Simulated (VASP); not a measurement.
# Cr (Im-3m) in VASP: further runs

The runs below take Cr through relaxation of cell and atoms, relaxation of the atoms, with LDA, PBEsol, LAK.

Program: VASP 6.6.1. These are calculated values, not measurements. Logs are shortened: lines on timing, memory, paths and dates and some standing lists are left out, and cuts for length are marked.

### Step 1. The structure

The structure is cubic, space group Im-3m (No. 229). The conventional cell has a = 2.969 Å, b = 2.969 Å, c = 2.969 Å, α = 90.00°, β = 90.00°, γ = 90.00°. Cr (site symmetry m-3m) is surrounded by 8 Cr at 2.57 Å.

### Step 2. Relaxation of cell and atoms, LDA, collinear spin, ferromagnetic start

File INCAR:

```
SYSTEM = Cr
  ALGO = Fast
  EDIFF = 1E-6
  EDIFFG = -0.02
  ENCUT = 600
  IBRION = 2
  ISIF = 3
  ISMEAR = -1
  ISPIN = 2
  LASPH = .True.
  LCHARG = .False.
  LMAXMIX = 4
  LORBIT = 11
  LREAL = .False.
  LWAVE = .False.
  MAGMOM = 3
  NELM = 100
  NSW = 40
  PREC = Accurate
  SIGMA = 0.05
```

File KPOINTS:

```
k-points
0
Gamma
  10 10 10
  0 0 0
```

File POSCAR:

```
Cr
1.0
   -1.4844496776      1.4844496776      1.4844496776
    1.4844496776     -1.4844496776      1.4844496776
    1.4844496776      1.4844496776     -1.4844496776
Cr
1
Direct
    0.0000000000      0.0000000000      0.0000000000
```

Potentials or basis: VASP PAW LDA potentials, release 64 (Cr_pv).

Command:

```console
cat potpaw_LDA.64/Cr_pv/POTCAR > POTCAR
mpirun -np 1 vasp_std > vasp.out
```

OUTCAR:

```text
SYSTEM = Cr
   EDIFF = 1E-6
   EDIFFG = -0.02
   ENCUT = 600
   IBRION = 2
   ISIF = 3
   ISMEAR = -1
   ISPIN = 2
   LASPH = .True.
   LORBIT = 11
   LREAL = .False.
   NELM = 100
   NSW = 40
   PREC = Accurate

 ion  position               nearest neighbor table
   1  0.000  0.000  0.000-

  LATTYP: Found a body centered cubic cell.
 ALAT       =     2.9688993552

  Lattice vectors:

 A1 = (  -1.4844496776,   1.4844496776,   1.4844496776)
 A2 = (   1.4844496776,  -1.4844496776,   1.4844496776)
 A3 = (   1.4844496776,   1.4844496776,  -1.4844496776)

Analysis of symmetry for initial positions (statically):
=====================================================================
 Subroutine PRICEL returns:
 Original cell was already a primitive cell.

 Routine SETGRP: Setting up the symmetry group for a
 body centered cubic supercell.

 Subroutine GETGRP returns: Found 48 space group operations
 (whereof 48 operations were pure point group operations)
 out of a pool of 48 trial point group operations.

The static configuration has the point symmetry O_h .

Analysis of symmetry for dynamics (positions and initial velocities):
=====================================================================
 Subroutine PRICEL returns:
 Original cell was already a primitive cell.

 Routine SETGRP: Setting up the symmetry group for a
 body centered cubic supercell.

 Subroutine GETGRP returns: Found 48 space group operations
 (whereof 48 operations were pure point group operations)
 out of a pool of 48 trial point group operations.

The dynamic configuration has the point symmetry O_h .

Analysis of structural, dynamic, and magnetic symmetry:
=====================================================================
 Subroutine PRICEL returns:
 Original cell was already a primitive cell.

 Routine SETGRP: Setting up the symmetry group for a
 body centered cubic supercell.

 Subroutine GETGRP returns: Found 48 space group operations
 (whereof 48 operations were pure point group operations)
 out of a pool of 48 trial point group operations.

The overall configuration has the point symmetry O_h .

 Subroutine INISYM returns: Found 48 space group operations
 (whereof 48 operations are pure point group operations),
 and found     1 'primitive' translations

----------------------------------------------------------------------------------------

                                     Primitive cell

  volume of cell :      13.0845

  direct lattice vectors                    reciprocal lattice vectors
    -1.484449678  1.484449678  1.484449678     0.000000000  0.336825160  0.336825160
     1.484449678 -1.484449678  1.484449678     0.336825160  0.000000000  0.336825160
     1.484449678  1.484449678 -1.484449678     0.336825160  0.336825160  0.000000000

  length of vectors
     2.571142263  2.571142263  2.571142263     0.476342709  0.476342709  0.476342709

  position of ions in fractional coordinates (direct lattice)
     0.000000000  0.000000000  0.000000000

  ion indices of the primitive-cell ions
   primitive index   ion index
                 1           1

----------------------------------------------------------------------------------------

 KPOINTS: k-points

Automatic generation of k-mesh.
 Grid dimensions read from file:
 generate k-points for:   10   10   10

 Generating k-lattice:

  Cartesian coordinates                     Fractional coordinates (reciprocal lattice)
     0.000000000  0.033682516  0.033682516     0.100000000  0.000000000  0.000000000
     0.033682516  0.000000000  0.033682516     0.000000000  0.100000000  0.000000000
     0.033682516  0.033682516  0.000000000     0.000000000  0.000000000  0.100000000

  Length of vectors
     0.047634271  0.047634271  0.047634271

  Shift w.r.t. Gamma in fractional coordinates (k-lattice)
     0.000000000  0.000000000  0.000000000

 Subroutine IBZKPT returns following result:
 ===========================================

 Found     47 irreducible k-points:

 Following reciprocal coordinates:
            Coordinates               Weight
  0.000000  0.000000  0.000000      1.000000
  0.100000  0.000000  0.000000     12.000000
  0.200000  0.000000  0.000000     12.000000
  0.300000  0.000000  0.000000     12.000000
  0.400000  0.000000  0.000000     12.000000
  0.500000  0.000000  0.000000      6.000000
[... 16 lines left out ...]
  0.300000  0.300000  0.100000      8.000000
 -0.300000  0.300000  0.100000     24.000000
 [... further k-points ...]
   k-points           NKPTS =     47   k-points in BZ     NKDIM =     47   number of bands    NBANDS=     12
   number of dos      NEDOS =    301   number of ions     NIONS =      1
   total plane-waves  NPLWV =  13824
   dimension x,y,z NGX =    24 NGY =   24 NGZ =   24
   dimension x,y,z NGXF=    48 NGYF=   48 NGZF=   48
   ions per type =               1
   NGX,Y,Z   is equivalent  to a cutoff of  15.52, 15.52, 15.52 a.u.
   NGXF,Y,Z  is equivalent  to a cutoff of  31.04, 31.04, 31.04 a.u.
 SYSTEM =  Cr
   PREC   = accura    normal or accurate (medium, high low for compatibility)
   ISTART =      0    job   : 0-new  1-cont  2-samecut
   ICHARG =      2    charge: 1-file 2-atom 10-const
   ISPIN  =      2    spin polarized calculation?
   LNONCOLLINEAR =      F non collinear calculations
   LSORBIT =      F    spin-orbit coupling
   LASPH  =      T    aspherical Exc in radial PAW
   ENCUT  =  600.0 eV  44.10 Ry    6.64 a.u.   5.14  5.14  5.14*2*pi/ulx,y,z
   NELM   =    100;   NELMIN=  2; NELMDL= -5     # of ELM steps
   EDIFF  = 0.1E-05   stopping-criterion for ELM
   LREAL  =      F    real-space projection
   EDIFFG = -.2E-01   stopping-criterion for IOM
   NSW    =     40    number of steps for IOM
   IBRION =      2    ionic relax: 0-MD 1-quasi-New 2-CG
   NFREE  =      1    steps in history (QN), initial steepest desc. (CG)
   ISIF   =      3    stress and relaxation
   ISYM   =      2    0-nonsym 1-usesym 2-fastsym
   POTIM  = 0.5000    time-step for ionic-motion
   TEBEG  =    0.0;   TEEND  =   0.0 temperature during run
   PSTRESS=    0.0 pullay stress
   NELECT =      12.0000    total number of electrons
   NUPDOWN=      -1.0000    fix difference up-down
   EMIN   =  10.00;   EMAX   =-10.00  energy-range for DOS
   EFERMI =   0.00;   METHOD = LEGACY
   ISMEAR =    -1;   SIGMA  =   0.05  broadening in eV -4-tet -1-fermi 0-gaus
   EFERMI_NEDOS =   21; number of points for ismear=-14 and -15
   IALGO  =     68    algorithm
   IMIX   =      4    mixing-type and parameters
     AMIX     =   0.40;   BMIX     =  1.00
     AMIX_MAG =   1.60;   BMIX_MAG =  1.00
  volume/ion in A,a.u.               =      13.08        88.30
  Fermi-wavevector in a.u.,A,eV,Ry     =   1.590559  3.005721 34.421077  2.529878
  Thomas-Fermi vector in A             =   2.689235
   LORBIT       =     11    0 simple, 1 ext, 2 COOP (PROOUT), +10 PAW based schemes
   GGA     = CA    functional components
   LHFCALC =     F    Hartree Fock is set to
   AEXX    =    0.0000 exact exchange contribution
   IVDW    =     0    specifies the selected vdW correction
   LEPSILON=     F    determine dielectric tensor
   LRPA    =     F    only Hartree local field effects (RPA)
 conjugate gradient relaxation of ions
 spin polarized calculation
 RMM-DIIS sequential band-by-band and
  energy-cutoff  :      600.00
  volume of cell :       13.08
 maximum number of plane-waves:       466
 NGX is ok and might be reduce to    24
   NGX = 11   NGY = 11   NGZ = 11

--------------------------------------- Ionic step        1  -------------------------------------------

 number of electron      11.9999998 magnetization      -0.0004855

 number of electron      11.9999998 magnetization       0.0000280

 Free energy of the ion-electron system (eV)
  ---------------------------------------------------
  ext. energy  EPLUGINS =         0.00000000
  ---------------------------------------------------
  free energy    TOTEN  =       -10.31428144 eV

  energy without entropy =      -10.30555054  energy(sigma->0) =      -10.30991599

 E-fermi :   9.0973     XC(G=0): -13.2891

 val. band max:        9.0622567643   @ k =   0.1000   0.1000   0.0000
 cond. band min:       9.1529969112   @ k =  -0.3000   0.3000   0.3000
 fundamental gap:      0.0907401470
 Fermi energy:         9.0972677165

 spin component 1

 k-point     1 :       0.0000    0.0000    0.0000
  band No.  band energies     occupation
      1     -33.4222      1.00000
      2     -33.4222      1.00000
      3     -33.4222      1.00000
      4       1.7671      1.00000
      5       8.2946      1.00000
      6       8.2946      1.00000
      7       8.2946      1.00000
      8       9.9825      0.00000
      9       9.9825      0.00000
     10      14.3244      0.00000
     11      30.4773      0.00000
     12      30.4773      0.00000

 k-point     2 :       0.1000    0.0000    0.0000
  band No.  band energies     occupation
      1     -33.4845      1.00000
      2     -33.4419      1.00000
      3     -33.4224      1.00000
      4       2.1573      1.00000
      5       8.1582      1.00000
      6       8.2663      1.00000
      7       8.5439      0.99998
      8       9.8471      0.00000
      9       9.9933      0.00000
     10      14.3243      0.00000
     11      29.2809      0.00000
     12      30.2267      0.00000
[... 966 lines left out ...]
 VOLUME and BASIS-vectors are now :
 -----------------------------------------------------------------------------
  energy-cutoff  :      600.00
  volume of cell :       10.86
      direct lattice vectors                 reciprocal lattice vectors
    -1.394983475  1.394983475  1.394983475     0.000000000  0.358427185  0.358427185
     1.394983475 -1.394983475  1.394983475     0.358427185  0.000000000  0.358427185
     1.394983475  1.394983475 -1.394983475     0.358427185  0.358427185  0.000000000

 POSITION                                       TOTAL-FORCE (eV/Angst)
 -----------------------------------------------------------------------------------
      0.00000     -0.00000      0.00000         0.000000      0.000000      0.000000
 -----------------------------------------------------------------------------------
    total drift:                                0.000000      0.000000      0.000000

  FREE ENERGIE OF THE ION-ELECTRON SYSTEM (eV)
  ---------------------------------------------------
  free  energy   TOTEN  =       -10.6238259565 eV

  energy  without entropy=      -10.6158905163  energy(sigma->0) =      -10.61985824

--------------------------------------- Ionic step        9  -------------------------------------------

 number of electron      12.0000002 magnetization      -0.0000003

 number of electron      12.0000002 magnetization       0.0000004

 Free energy of the ion-electron system (eV)
  ---------------------------------------------------
  ext. energy  EPLUGINS =         0.00000000
  ---------------------------------------------------
  free energy    TOTEN  =       -10.62381741 eV

  energy without entropy =      -10.61587366  energy(sigma->0) =      -10.61984553

 E-fermi :  11.7746     XC(G=0): -14.3781

 val. band max:       11.7136246752   @ k =   0.1000   0.1000   0.0000
 cond. band min:      11.8152495729   @ k =  -0.2000   0.2000   0.1000
 fundamental gap:      0.1016248977
 Fermi energy:        11.7746426293

 spin component 1

 k-point     1 :       0.0000    0.0000    0.0000
  band No.  band energies     occupation
      1     -30.5280      1.00000
      2     -30.5280      1.00000
      3     -30.5280      1.00000
      4       3.7254      1.00000
      5      10.7115      1.00000
      6      10.7115      1.00000
      7      10.7115      1.00000
      8      12.8929      0.00000
      9      12.8929      0.00000
     10      17.0983      0.00000
     11      34.5513      0.00000
     12      34.5513      0.00000

 k-point     2 :       0.1000    0.0000    0.0000
  band No.  band energies     occupation
      1     -30.6435      1.00000
      2     -30.5628      1.00000
      3     -30.5290      1.00000
      4       4.1845      1.00000
      5      10.5291      1.00000
      6      10.6719      1.00000
      7      11.0351      1.00000
      8      12.7054      0.00000
      9      12.9069      0.00000
     10      17.0983      0.00000
     11      33.6747      0.00000
     12      34.4118      0.00000
[... 707 lines left out ...]
 VOLUME and BASIS-vectors are now :
 -----------------------------------------------------------------------------
  energy-cutoff  :      600.00
  volume of cell :       10.84
      direct lattice vectors                 reciprocal lattice vectors
    -1.394310979  1.394310979  1.394310979     0.000000000  0.358600060  0.358600060
     1.394310979 -1.394310979  1.394310979     0.358600060  0.000000000  0.358600060
     1.394310979  1.394310979 -1.394310979     0.358600060  0.358600060  0.000000000

 POSITION                                       TOTAL-FORCE (eV/Angst)
 -----------------------------------------------------------------------------------
      0.00000     -0.00000      0.00000        -0.000000      0.000000     -0.000000
 -----------------------------------------------------------------------------------
    total drift:                                0.000000      0.000000      0.000000

  FREE ENERGIE OF THE ION-ELECTRON SYSTEM (eV)
  ---------------------------------------------------
  free  energy   TOTEN  =       -10.6238174140 eV

  energy  without entropy=      -10.6158736557  energy(sigma->0) =      -10.61984553

 reached required accuracy - stopping structural energy minimisation

 total charge

# of ion       s       p       d       tot
------------------------------------------
    1        0.447   6.445   4.312  11.204

 magnetization (x)

# of ion       s       p       d       tot
------------------------------------------
    1       -0.000   0.000   0.000  -0.000
```

Wall time 55 s (1 thread of Intel Xeon Platinum 8488C (Sapphire Rapids), shared host); peak memory 0.15 GiB.

Results:

```yaml
Free_energy: -10.6238 eV
Relaxed_volume: 10.84 Å³/atom
Relaxed_cell: a = 2.415 Å, b = 2.415 Å, c = 2.415 Å, α = 109.47°, β = 109.47°, γ = 109.47°
Space_group_after_relaxing_to_0.05_Å: Im-3m (No. 229)
Energy_gained_by_relaxing: 309.5 meV/atom
Ionic_steps: 9
Pressure_after_relaxing: 0.2 GPa
Band_gap_on_the_k_mesh: none (metal or under the smearing width)
Net_moment: 0.00 μB per cell
Valence_electrons_inside_the_program's_atomic_spheres: Cr 11.20
```

Step by step:
| step | energy change (eV) | largest force (eV/Å) | pressure (GPa) | volume (Å³) |
| --- | --- | --- | --- | --- |
| 1 | 0.0000 | 0.0000 | -37.62 | 13.08 |
| 2 | 0.7769 | 0.0000 | 161.97 | 8.09 |
| 3 | -0.3069 | 0.0000 | -4.61 | 11.03 |
| 4 | -0.3093 | 0.0000 | -1.48 | 10.91 |
| 5 | -0.3095 | 0.0000 | -0.48 | 10.85 |
| 6 | -0.3094 | 0.0000 | 0.79 | 10.81 |
| 7 | -0.3095 | 0.0000 | -0.95 | 10.89 |
| 8 | -0.3095 | 0.0000 | -0.40 | 10.86 |
| 9 | -0.3095 | 0.0000 | 0.15 | 10.84 |

Final structure:
```yaml
crystal:
  lattice:
    - [-1.39431, 1.39431, 1.39431]
    - [1.39431, -1.39431, 1.39431]
    - [1.39431, 1.39431, -1.39431]
  atoms:
    - { symbol: Cr, position: [0.00000, 0.00000, 0.00000] }
```

Caveat: the starting moments collapsed, and a magnetic state may lie lower; the volume moved by over 15 % at a fixed basis, so the end points are rough.

(Part 1 of 2 ends here.)
